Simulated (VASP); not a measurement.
Consider the following.

```
RuO2
1.0
    4.42958     0.00000     0.00000
    0.00000     4.42958     0.00000
    0.00000     0.00000     3.07834
Ru O
2 4
Direct
  0.00000   0.00000   0.00000
  0.50000   0.50000   0.50000
  0.30634   0.30634   0.00000
  0.80634   0.19366   0.50000
  0.19366   0.80634   0.50000
  0.69366   0.69366   0.00000
```

Computed with LDA (Ceperley-Alder, Perdew-Zunger), VASP's LDA PAW potentials (set 64) (plane waves; VASP). Run with 520 eV cut-off, Gaussian smearing of 0.050 eV, potentials Ru_pv O.

Question: Give the energies of bands 17 to 30 at the high-symmetry points, in eV from the Fermi level.

Answer: 
```csv
band,Γ,X,M,Z,R,A
17,-4.43,-5.73,-4.80,-5.19,-4.67,-5.01
18,-4.43,-5.73,-4.80,-5.19,-4.67,-5.01
19,-2.94,-4.51,-3.66,-5.04,-4.54,-3.86
20,-2.47,-4.51,-3.66,-5.04,-4.54,-3.86
21,-2.47,-2.75,-3.05,-3.41,-3.04,-2.64
22,-1.90,-2.75,-3.05,-3.41,-3.04,-2.64
23,-1.60,-0.46,-1.44,-0.64,-1.81,-0.55
24,-1.50,-0.46,-1.44,-0.64,-1.81,-0.55
25,-1.43,-0.31,-1.39,0.01,-0.56,-0.55
26,-1.43,-0.31,-1.39,0.01,-0.56,-0.55
27,-0.87,0.41,0.89,0.97,1.23,0.24
28,1.74,0.41,0.89,0.97,1.23,0.24
29,1.90,4.18,3.81,3.26,2.18,3.23
30,4.79,4.18,3.81,3.26,2.18,3.23
```

It has no gap at this level: it comes out as a metal or semimetal.

The compound is RuO2 in the rutile structure. It was relaxed first.
